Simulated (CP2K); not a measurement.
Crystal: Ge.

```
Ge
1.0
     2.99111    0.00000    0.00000
    -1.51052    2.58168    0.00000
     0.00000    0.00000    4.72760
Ge
2
Cartesian
  -0.0095 1.7208 1.1819
  1.4901 0.8609 3.5457
```

This isn't the form of Ge at room conditions, which is diamond.

| Property | Result |
| --- | --- |
| Program | CP2K 2026.2 |
| Task | relaxation of cell and atoms |
| Functional | PBEsol |
| Potentials or basis | POTENTIAL_UZH Ge GTH-PBE-q4; TZVP-MOLOPT-PBE-GTH basis |
| Density cutoff | 6123 eV |
| k mesh | 8 × 8 × 5 |
| Occupations | fermi-dirac, width 0.1 eV |
| Spin | no spin polarisation |

At the start: pressure 4.2 GPa; volume 18.25 Å³/atom.

Question: Where does the relaxation end?

Answer: Over 20 steps the energy falls by 47.8 meV/atom and the volume is 19.23 Å³/atom (+5.3 %); space group Cmcm (No. 63, to 0.05 Å).

Step by step:
| step | energy change (eV) | largest force (eV/Å) | volume (Å³) |
| --- | --- | --- | --- |
| 1 | 0.0000 | 0.0098 | 36.51 |
| 2 | -0.0023 | 0.0089 | 36.60 |
| 3 | -0.0224 | 0.0021 | 38.29 |
| 4 | -0.0227 | 0.0026 | 38.41 |
| 5 | -0.0229 | 0.0030 | 38.51 |
| 6 | -0.0238 | 0.0033 | 38.72 |
| 7 | -0.0266 | 0.0034 | 39.11 |
| 8 | -0.0369 | 0.0012 | 41.03 |
| 9 | -0.0432 | 0.0009 | 40.74 |
| 10 | -0.0687 | 0.0273 | 38.44 |
| 11 | -0.0869 | 0.0057 | 38.65 |
| 12 | -0.0937 | 0.0127 | 38.72 |
| 13 | -0.0941 | 0.0159 | 38.45 |
| 14 | -0.0942 | 0.0151 | 38.53 |
| 15 | -0.0942 | 0.0151 | 38.54 |
| 16 | -0.0948 | 0.0165 | 38.62 |
| 17 | -0.0953 | 0.0183 | 38.60 |
| 18 | -0.0955 | 0.0195 | 38.51 |
| 19 | -0.0955 | 0.0200 | 38.46 |
| 20 | -0.0955 | 0.0200 | 38.46 |

Final structure:
```
Ge
1.0
     2.92010    0.00000    0.00000
    -1.45647    2.53254    0.00000
     0.00000    0.00000    5.20002
Ge
2
Cartesian
  -0.0231 1.7031 1.3000
  1.4868 0.8294 3.9000
```

Caveat: the potentials were made for another functional, which shifts forces and pressure; the basis of atomic orbitals isn't converged, which shifts pressures, moduli and gaps.
